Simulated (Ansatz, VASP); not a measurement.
## Two plane-wave programs on AlO3

```
Al O
1.0
     2.84809    1.64434    1.65520
    -2.84809    1.64434    1.65520
     0.00000   -3.28869    1.65520
Al O
1 3
Direct
  0.00000 0.00000 0.00000
  0.50000 0.00000 0.00000
  0.00000 0.50000 0.00000
  0.00000 0.00000 0.50000
```

Alike in both runs: task relaxation of cell and atoms; functional PBE; k mesh 6 × 6 × 6; occupations gaussian, width 0.1 eV; no spin polarisation.

|  | VASP | Ansatz |
| --- | --- | --- |
| version | VASP 6.6.1 | Ansatz 0.2.0 |
| potentials or method | VASP PAW PBE potentials, release 64 (Al, O) | scalar-relativistic, plane waves, PAW |
| plane-wave cutoff (eV) | 600 | 420 |
| valence electrons in the cell | 21 | 21 |

VASP gave:

```
gap on the k mesh at the Fermi level, each at its own relaxed structure (eV) : none
relaxed volume (Å³/atom)                                                     : 11.23
relaxed cell length with the largest relative difference (Å)                 : 3.680
energy change over the relaxation (meV/atom)                                 : -10
```

Question: What did Ansatz give for the same quantities?

Answer: gap on the k mesh at the Fermi level, each at its own relaxed structure (eV): none; relaxed volume (Å³/atom): 11.31; relaxed cell length with the largest relative difference (Å): 3.683; energy change over the relaxation (meV/atom): -9.

A gap of «none» marks a metal or a gap that the smearing closes.

Caveats: an odd number of electrons without spin polarisation forces a metal; a magnetic or distorted state may lie lower.
